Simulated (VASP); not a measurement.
CoO: equation of state with PBE

CoO:

```
Co O
1.0
    -1.50800    1.50800    2.10725
     1.50800   -1.50800    2.10725
     1.50800    1.50800   -2.10725
Co O
1 1
Cartesian
  0.0000 0.0000 0.0000
  0.0000 0.0000 2.1072
```

```yaml
Program: VASP 6.6.1
Task: equation of state
Functional: PBE
Potentials_or_basis: VASP PAW PBE potentials, release 64 (Co, O)
Cutoff: 520 eV
k_mesh: 12 × 12 × 12
Occupations: fermi-dirac, width 0.05 eV
Spin: collinear spin, ferromagnetic start
Starting_moments: "[2.0, 0.0] μB"
Further_INCAR_settings: ALGO = Normal; EDIFF = 1e-07; NBANDS = 18
```

The equilibrium volume is 9.56 Å³/atom (rough: see the caveat) and the bulk modulus at fixed shape and positions is 162 GPa (rough).

Energy against volume, from the lowest point:
| volume (Å³/atom) | energy (meV/atom) |
| --- | --- |
| 9.009 | 16.81 |
| 9.201 | 7.15 |
| 9.392 | 1.54 |
| 9.584 | 0.00 |
| 9.776 | 2.39 |
| 9.967 | 8.48 |
| 10.159 | 18.01 |

All runs of the series together: 12 min on 1 thread of Intel(R) Xeon(R) Platinum 8488C (Sapphire Rapids), on a shared host.

Caveat: the fit is doubtful: noisy points or a state that changes with volume; the cell was scaled at fixed shape and fractional positions, which overstates the stiffness of a crystal with free parameters, most of all of layers and chains.
